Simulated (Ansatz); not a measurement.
Infrared lines of transverse zone-centre modes from PBEsol in the plane-wave PAW code Ansatz:

```csv
ω (cm⁻¹),relative intensity
234,51
395,91
402,17
443,100
```

### Question
Pick the material that matches.
(A) RuO2, rutile
(B) MgF2, rutile
(C) MgAl2O4, spinel
(D) GeO2, rutile

### Answer
B, MgF2, rutile

Space group P4_2/mnm (rutile). The PBEsol relaxation kept the symmetry of its start.

Potentials: the earlier of the program's two PAW sets. The files were generated under PBE; for other functionals the program regenerates the frozen cores, and for LDA and PBEsol the local potential too.
